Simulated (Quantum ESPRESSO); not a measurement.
The system is LiH.

```
Li H
1.0
     0.00000    2.03675    2.03675
     2.03675    0.00000    2.03675
     2.03675    2.03675    0.00000
Li H
1 1
Direct
  0.00000 0.00000 0.00000
  0.50000 0.50000 0.50000
```

Base run:

| Item | Value |
| --- | --- |
| Program | Quantum ESPRESSO 7.5 |
| Functional | BLYP |
| Potentials or basis | GBRV 1.5 PBE |
| Cutoff | 612 eV |
| Density cutoff | 4898 eV |
| k mesh | 8 × 8 × 8, shifted |
| Occupations | fermi-dirac, width 0.05 eV |
| Spin | no spin polarisation |

Its results: pressure -1.1 GPa; electronic dielectric tensor (diagonal) 3.85.

**Question.** The run is repeated on the same cell with these changes: functional from BLYP to WC. What comes out?

**Answer.** Pressure -2.0 GPa; electronic dielectric tensor (diagonal) 4.39.

WC binds more tightly than BLYP, so the same cell stands under less pressure.

Caveats: the potentials were made for another functional, which shifts forces and pressure.

Not every run made on this cell is shown here.
